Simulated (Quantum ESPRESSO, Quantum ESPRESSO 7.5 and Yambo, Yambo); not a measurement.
**Quasiparticle gap of CdSe (Cadmoselite) in Yambo**

Wanted: ground state, empty states, screening and self-energy for CdSe (Cadmoselite).

Main program and level: Quantum ESPRESSO 7.5 and Yambo 5.3.0; PBE and many-body steps on it, plane waves.

Report form: the programs' logs are mostly left out.

The database entry behind the starting cell differs from later determinations by our own check (inner coordinate of an old entry), so it need not match the best structure at ambient conditions.

## Step 1: Starting point

It takes space group P6_3mc (No. 186, hexagonal). Conventional cell: a = 4.300 Å, b = 4.300 Å, c = 7.020 Å, α = 90.00°, β = 90.00°, γ = 120.00°. Nearest to Cd lie 4 Se at 2.61 to 2.70 Å. Nearest to Se lie 4 Cd at 2.61 to 2.70 Å. Farther neighbours and most contacts between anions are not listed.

The cell and positions come from the Crystallography Open Database and are kept as given unless a step says otherwise.

## Step 2: Ground state

This step: Quantum ESPRESSO 7.5; DFT, PBE, plane waves, norm-conserving pseudopotentials.

The ground-state density comes first.

Input file pw.in:

```
&control
  calculation = 'scf'
  prefix = 'x'
  outdir = 'o'
  pseudo_dir = 'pseudo'
/
&system
  ibrav = 0
  nat = 4
  ntyp = 2
  ecutwfc = 104.0
  nbnd = 50
  force_symmorphic = .true.
/
&electrons
  conv_thr = 1e-10
  electron_maxstep = 80
  mixing_beta = 0.5
/
ATOMIC_SPECIES
  Cd 112.41 Cd.upf
  Se 78.971 Se.upf
CELL_PARAMETERS angstrom
  4.3000000000 -0.0000000000 0.0000000000
  -2.1500000000 3.7239092363 0.0000000000
  0.0000000000 0.0000000000 7.0200000000
ATOMIC_POSITIONS crystal
  Cd 0.3333333333 0.6666666667 0.0000000000
  Cd 0.6666666667 0.3333333333 0.5000000000
  Se 0.3333333333 0.6666666667 0.3850000000
  Se 0.6666666667 0.3333333333 0.8850000000
K_POINTS automatic
  6 6 4 0 0 0
```

The run is started by

```sh
$ OMP_NUM_THREADS=1 mpirun -n 16 pw.x -nk 8 -in pw.in > pw.out
```

It took 25 s on 16 MPI ranks of Arm Neoverse V2, shared host; peak memory 1.8 GiB; 6.7 min of CPU time.

Numbers from this step:

* total energy: -27953.7284 eV
* gap: 0.7038 eV
* k of the valence top: 0, 0, 0
* k of the conduction bottom: 0, 0, 0
* least direct gap: 0.7038 eV

The gap is direct, at Γ.

## Step 3: Bands along the symmetry lines

The cheap functional maps the bands first; the places of the edges decide which points the dearer methods must see.

Input file pw.in:

```
&control
  calculation = 'bands'
  prefix = 'x'
  outdir = 'o'
  pseudo_dir = 'pseudo'
/
&system
  ibrav = 0
  nat = 4
  ntyp = 2
  ecutwfc = 104.0
  nbnd = 50
  force_symmorphic = .true.
/
&electrons
  conv_thr = 1e-9
  electron_maxstep = 80
  diago_full_acc = .true.
  diago_thr_init = 5e-6
/
ATOMIC_SPECIES
  Cd 112.41 Cd.upf
  Se 78.971 Se.upf
CELL_PARAMETERS angstrom
  4.3000000000 -0.0000000000 0.0000000000
  -2.1500000000 3.7239092363 0.0000000000
  0.0000000000 0.0000000000 7.0200000000
ATOMIC_POSITIONS crystal
  Cd 0.3333333333 0.6666666667 0.0000000000
  Cd 0.6666666667 0.3333333333 0.5000000000
  Se 0.3333333333 0.6666666667 0.3850000000
  Se 0.6666666667 0.3333333333 0.8850000000
K_POINTS crystal
  75
  0.00000000 0.00000000 0.00000000 1
  0.06250000 0.00000000 0.00000000 1
  0.12500000 0.00000000 0.00000000 1
  0.18750000 0.00000000 0.00000000 1
  0.25000000 0.00000000 0.00000000 1
  0.31250000 0.00000000 0.00000000 1
  0.37500000 0.00000000 0.00000000 1
  0.43750000 0.00000000 0.00000000 1
  0.50000000 0.00000000 0.00000000 1
  0.47916667 0.04166667 0.00000000 1
  0.45833333 0.08333333 0.00000000 1
  0.43750000 0.12500000 0.00000000 1
  0.41666666 0.16666666 0.00000000 1
  0.39583333 0.20833333 0.00000000 1
  0.37500000 0.25000000 0.00000000 1
  0.35416666 0.29166666 0.00000000 1
  0.33333333 0.33333333 0.00000000 1
  0.29166666 0.29166666 0.00000000 1
  0.25000000 0.25000000 0.00000000 1
  0.20833333 0.20833333 0.00000000 1
  0.16666666 0.16666666 0.00000000 1
  0.12500000 0.12500000 0.00000000 1
  0.08333333 0.08333333 0.00000000 1
  0.04166667 0.04166667 0.00000000 1
  0.00000000 0.00000000 0.00000000 1
  0.00000000 0.00000000 0.06250000 1
  0.00000000 0.00000000 0.12500000 1
  0.00000000 0.00000000 0.18750000 1
  0.00000000 0.00000000 0.25000000 1
  0.00000000 0.00000000 0.31250000 1
  0.00000000 0.00000000 0.37500000 1
  0.00000000 0.00000000 0.43750000 1
  0.00000000 0.00000000 0.50000000 1
  0.06250000 0.00000000 0.50000000 1
  0.12500000 0.00000000 0.50000000 1
  0.18750000 0.00000000 0.50000000 1
  0.25000000 0.00000000 0.50000000 1
  0.31250000 0.00000000 0.50000000 1
  0.37500000 0.00000000 0.50000000 1
  0.43750000 0.00000000 0.50000000 1
  0.50000000 0.00000000 0.50000000 1
  0.47916667 0.04166667 0.50000000 1
  0.45833333 0.08333333 0.50000000 1
  0.43750000 0.12500000 0.50000000 1
  0.41666666 0.16666666 0.50000000 1
  0.39583333 0.20833333 0.50000000 1
  0.37500000 0.25000000 0.50000000 1
  0.35416666 0.29166666 0.50000000 1
  0.33333333 0.33333333 0.50000000 1
  0.29166666 0.29166666 0.50000000 1
  0.25000000 0.25000000 0.50000000 1
  0.20833333 0.20833333 0.50000000 1
  0.16666666 0.16666666 0.50000000 1
  0.12500000 0.12500000 0.50000000 1
  0.08333333 0.08333333 0.50000000 1
  0.04166667 0.04166667 0.50000000 1
  0.00000000 0.00000000 0.50000000 1
  0.50000000 0.00000000 0.50000000 1
  0.50000000 0.00000000 0.43750000 1
  0.50000000 0.00000000 0.37500000 1
  0.50000000 0.00000000 0.31250000 1
  0.50000000 0.00000000 0.25000000 1
  0.50000000 0.00000000 0.18750000 1
  0.50000000 0.00000000 0.12500000 1
  0.50000000 0.00000000 0.06250000 1
  0.50000000 0.00000000 0.00000000 1
  0.33333333 0.33333333 0.50000000 1
  0.33333333 0.33333333 0.43750000 1
  0.33333333 0.33333333 0.37500000 1
  0.33333333 0.33333333 0.31250000 1
  0.33333333 0.33333333 0.25000000 1
  0.33333333 0.33333333 0.18750000 1
  0.33333333 0.33333333 0.12500000 1
  0.33333333 0.33333333 0.06250000 1
  0.33333333 0.33333333 0.00000000 1
```

The run is started by

```sh
$ OMP_NUM_THREADS=1 mpirun -n 16 pw.x -nk 16 -in pw.in > pw.out
```

Elapsed: 15 s, on 16 MPI ranks; peak memory 2.4 GiB.

Numbers from this step:

```yaml
gap: 0.7038 eV
k_of_the_valence_top: 0, 0, 0
k_of_the_conduction_bottom: 0, 0, 0
least_direct_gap: 0.7038 eV
```

The gap is 0.704 eV, as in the run before at this level.

The electronic bands at the labelled points (eV, zero at the top of the highest filled band):

```csv
point,band 41,band 42,band 43,band 44,band 45,band 46,band 47,band 48
Γ,-0.72,-0.01,0.00,0.00,0.70,2.12,5.89,5.89
halfway,-2.17,-1.34,-0.44,-0.43,2.62,3.45,5.21,5.90
M,-2.56,-1.85,-1.24,-0.83,3.23,3.32,4.81,6.16
halfway,-2.65,-2.14,-1.40,-1.32,3.94,4.26,4.68,6.14
K,-3.06,-1.79,-1.79,-1.78,4.40,4.80,4.80,7.06
halfway,-2.48,-1.69,-0.76,-0.56,3.06,4.08,5.16,5.53
Γ,-0.72,-0.01,0.00,0.00,0.70,2.12,5.89,5.89
halfway,-0.62,-0.62,-0.11,-0.11,1.73,2.23,5.70,5.97
A,-0.37,-0.37,-0.37,-0.37,2.34,2.34,5.83,5.83
halfway,-1.34,-1.34,-0.91,-0.91,3.40,3.40,4.98,4.98
L,-1.38,-1.38,-1.29,-1.29,3.00,3.00,4.79,4.79
halfway,-2.02,-2.02,-1.12,-1.12,3.51,3.51,5.25,5.25
H,-2.48,-2.48,-1.05,-1.05,3.80,3.80,5.93,5.93
halfway,-1.37,-1.37,-1.21,-1.21,3.77,3.77,4.97,4.97
A,-0.37,-0.37,-0.37,-0.37,2.34,2.34,5.83,5.83
jump to L,-1.38,-1.38,-1.29,-1.29,3.00,3.00,4.79,4.79
halfway,-2.09,-1.72,-1.06,-1.00,2.84,3.37,5.15,5.20
M,-2.56,-1.85,-1.24,-0.83,3.23,3.32,4.81,6.16
jump to H,-2.48,-2.48,-1.05,-1.05,3.80,3.80,5.93,5.93
halfway,-2.90,-2.00,-1.42,-1.42,4.33,4.33,4.85,6.40
K,-3.06,-1.79,-1.79,-1.78,4.40,4.80,4.80,7.06
```

## Step 4: Empty states on the mesh, 3×3×2 mesh, 209 bands

The sums over transitions need many empty states on a uniform mesh; this step solves for them.

Input file pw.in:

```
&control
  calculation = 'nscf'
  prefix = 'x'
  outdir = 'o'
  pseudo_dir = 'pseudo'
/
&system
  ibrav = 0
  nat = 4
  ntyp = 2
  ecutwfc = 104.0
  nbnd = 209
  force_symmorphic = .true.
/
&electrons
  conv_thr = 1e-9
  electron_maxstep = 80
  diago_full_acc = .true.
  diago_thr_init = 5e-6
/
ATOMIC_SPECIES
  Cd 112.41 Cd.upf
  Se 78.971 Se.upf
CELL_PARAMETERS angstrom
  4.3000000000 -0.0000000000 0.0000000000
  -2.1500000000 3.7239092363 0.0000000000
  0.0000000000 0.0000000000 7.0200000000
ATOMIC_POSITIONS crystal
  Cd 0.3333333333 0.6666666667 0.0000000000
  Cd 0.6666666667 0.3333333333 0.5000000000
  Se 0.3333333333 0.6666666667 0.3850000000
  Se 0.6666666667 0.3333333333 0.8850000000
K_POINTS automatic
  3 3 2 0 0 0
```

The run is started by

```sh
$ OMP_NUM_THREADS=1 mpirun -n 16 pw.x -nk 4 -in pw.in > pw.out
```

The job ended after 22 s (16 MPI ranks; peak memory 1.8 GiB).

Numbers from this step:

```
gap                                                           : 0.7038 eV
k of the valence top                                          : 0, 0, 0
k of the conduction bottom                                    : 0, 0, 0
least direct gap                                              : 0.7038 eV
k points computed                                             : 6
lowest point of the top converged band, above the valence top : 68.0740 eV
```

On this mesh the gap is 0.704 eV.

## Step 5: Conversion and set-up

This step: Yambo 5.3.0; conversion and set-up on PBE, plane waves, norm-conserving pseudopotentials.

The states are converted to the many-body program's format and the q mesh is built.

The run is started by

```sh
$ (cd o/x.save; p2y > p2y.log; mv SAVE ../..); yambo > setup.log
```

Wall time 2.7 s (1 MPI rank); peak memory 0.25 GiB.

## Step 6: Screening and self-energy, 3×3×2 mesh, 209 bands, screening to 129.3 eV

Now the one-shot GW correction: screening in the RPA, then the self-energy of the levels asked for.

This step: G0W0 on PBE, plane waves, norm-conserving pseudopotentials.

Input file gw1.in:

```
HF_and_locXC
gw0
dyson
ppa
em1d
rim_cut
RandQpts= 1000000
RandGvec= 1 RL
EXXRLvcs= 104 Ry
VXCRLvcs= 416 Ry
Chimod= "HARTREE"
% BndsRnXp
 1 | 209 |
%
NGsBlkXp= 9.5 Ry
% LongDrXp
 1 | 1 | 1 |
%
% GbndRnge
 1 | 209 |
%
DysSolver= "n"
ExtendOut
PPAPntXp= 27.21138 eV
% QPkrange
 1 | 1 | 43 | 46 |
%
```

The run is started by

```sh
$ OMP_NUM_THREADS=1 mpirun -n 16 yambo -F gw1.in -J gw1 -C gw1 > gw1.log
```

Wall time 70 s (16 MPI ranks); peak memory 10 GiB.

This step gave:

- G0W0 gap on the points computed: 1.285 eV
- starting gap on the mesh: 0.7038 eV
- k of the valence top: 0, 0, 0
- k of the conduction bottom: 0, 0, 0
- least direct G0W0 gap on the computed points: 1.285 eV
- Z at the valence top: 0.7926
- Z at the conduction bottom: 0.8129

The gap on the mesh goes from 0.70 eV to 1.28 eV, a correction of +0.58 eV.

Limits: finite bands, cutoff and mesh; no spin-orbit coupling; coarse k mesh. v1 is the top filled band, c1 the lowest empty one. The levels before and after the correction (eV, zero at the valence-band top of each column):

```csv
,conduction bottom,valence top
Kohn-Sham,0.70,0.00
G0W0,1.28,0.00
```

```csv
,level,energy (eV)
Kohn-Sham,Γ v2-v1,0.000
Kohn-Sham,Γ c1,0.704
Kohn-Sham,Γ c2,2.123
G0W0,Γ v2-v1,0.000
G0W0,Γ c1,1.285
G0W0,Γ c2,2.812
```

## Step 7: Where the time went

Times are wall times on the hardware named with each run, good to a factor of about two.

```csv
step,time,share,memory (GiB)
ground state,25 s,19 %,1.8
bands along the symmetry lines,15 s,11 %,2.4
empty states on the mesh,22 s,16 %,1.8
conversion and set-up,2.7 s,2 %,0.25
screening and self-energy,70 s,52 %,10
```

## Step 8: Results

```json
{"PBE gap": "0.70 eV, direct", "G0W0 gap on the mesh": "1.28 eV", "GW settings": "3×3×2 mesh, 209 bands, screening to 129.3 eV, Godby-Needs plasmon pole", "known limits": "not at the basis limit; no spin-orbit coupling; coarse k mesh"}
```

G0W0 moves the gap on the mesh from 0.70 eV to 1.28 eV (+0.58 eV), with Z of 0.79 and 0.81 at the edges. Only 1 of the mesh's irreducible points was corrected, so a valley elsewhere could overtake. The dearest step here is «screening and self-energy». Bands and cutoff are finite, so the gap is not at the basis limit. The miss can reach some tenths of an eV and take either sign; the mesh is an error of its own. In the G0W0 run levels were corrected at 1 k point alone, so a gap called «on the mesh» is the least over those, and an edge elsewhere would be missed. The 3×3×2 mesh is coarse for this cell, which bears on the long-range parts of exchange and screening. The many-body steps are scalar-relativistic: spin-orbit coupling is not in them.

[Paths, hosts, dates, memory and timing lines, banners, echoed tables and standing remarks are left out of the program output.]

[Logs are printed without paths, hosts, clocks, repeated set-up lines and the standing remarks that a program may print on its own settings, such as how far it seeks lower states.]

[Runs of the session that timed out or met a known fault of the program may be left out.]

[Hosts, paths, dates, database ids (printed as entryN), source tags and the programs' standing remarks are cut or masked in the printed files.]
